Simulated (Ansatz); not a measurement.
# Where the states of TiSe2 lie

```
Ti Se
1.0
     3.55657    0.00000    0.00000
    -1.77828    3.08008    0.00000
     0.00000    0.00000    6.34763
Ti Se
1 2
Direct
  0.00000 0.00000 0.00000
  0.33333 0.66667 0.23993
  0.66667 0.33333 0.76007
```

Structure from Materials Project entry mp-2194 (possibly hypothetical), not relaxed further.

All numbers below come from DFT, PBEsol, all-electron LAPW, scalar-relativistic (Ansatz 0.2.0).

Numerical set-up: a Γ-centred 11×11×5 k mesh, Fermi–Dirac smearing of 0.05 eV, basis error target 1 meV/atom, no spin polarisation.

States per eV and cell, averaged over 0.4 eV, from -13.0 to 2.4 eV, with energies (bin centres) from the Fermi level; empty bins are left out. The partial columns, the largest 5 alone, are projections on Löwdin-orthogonalised atomic shells (those that the program's projection atoms carry: the occupied ones and, for some elements, an empty d or f shell; other empty shells have no column), summed over atoms of an element. Weights on diffuse s and p shells depend on that basis and aren't pure angular character.

| E (eV) | total | Se 4p | Ti 3d | Se 4s | Ti 4s | Ti 3p |
| --- | --- | --- | --- | --- | --- | --- |
| -12.9 | 1.05 | 0.03 | 0.01 | 0.81 | 0.19 | 0.00 |
| -12.5 | 3.53 | 0.07 | 0.15 | 3.13 | 0.16 | 0.01 |
| -12.1 | 4.44 | 0.04 | 0.28 | 4.05 | 0.04 | 0.01 |
| -4.9 | 0.86 | 0.61 | 0.13 | 0.01 | 0.09 | 0.00 |
| -4.5 | 1.85 | 1.34 | 0.28 | 0.04 | 0.16 | 0.00 |
| -4.1 | 3.71 | 2.92 | 0.50 | 0.09 | 0.12 | 0.02 |
| -3.7 | 2.26 | 1.76 | 0.30 | 0.07 | 0.08 | 0.01 |
| -3.3 | 1.50 | 1.07 | 0.33 | 0.04 | 0.05 | 0.00 |
| -2.9 | 2.53 | 1.81 | 0.62 | 0.03 | 0.03 | 0.01 |
| -2.5 | 4.67 | 3.11 | 1.41 | 0.06 | 0.03 | 0.01 |
| -2.1 | 4.20 | 2.73 | 1.33 | 0.06 | 0.02 | 0.01 |
| -1.7 | 2.84 | 2.23 | 0.48 | 0.06 | 0.02 | 0.01 |
| -1.3 | 2.79 | 2.28 | 0.41 | 0.04 | 0.01 | 0.01 |
| -0.9 | 1.54 | 1.21 | 0.28 | 0.01 | 0.00 | 0.00 |
| -0.5 | 0.86 | 0.64 | 0.20 | 0.01 | 0.00 | 0.00 |
| -0.1 | 0.43 | 0.24 | 0.18 | 0.00 | 0.00 | 0.00 |
| 0.3 | 1.72 | 0.30 | 1.35 | 0.02 | 0.01 | 0.00 |
| 0.7 | 2.84 | 0.43 | 2.31 | 0.02 | 0.02 | 0.00 |
| 1.1 | 1.90 | 0.52 | 1.34 | 0.01 | 0.01 | 0.00 |
| 1.5 | 7.64 | 1.19 | 6.30 | 0.02 | 0.08 | 0.00 |
| 1.9 | 0.87 | 0.18 | 0.68 | 0.00 | 0.01 | 0.00 |
| 2.3 | 0.03 | 0.01 | 0.02 | 0.00 | 0.00 | 0.00 |

(1) Which of the resolved shells contributes most within 0.3 eV of the Fermi level?

(2) Where is the centre of the filled Ti 3d states between -14 eV and the top of the filled states?

## Answers

(1) Ti 3d, with 63 % of all states there; Se 4p follows with 34 %.

(2) -3.16 eV from the Fermi level.
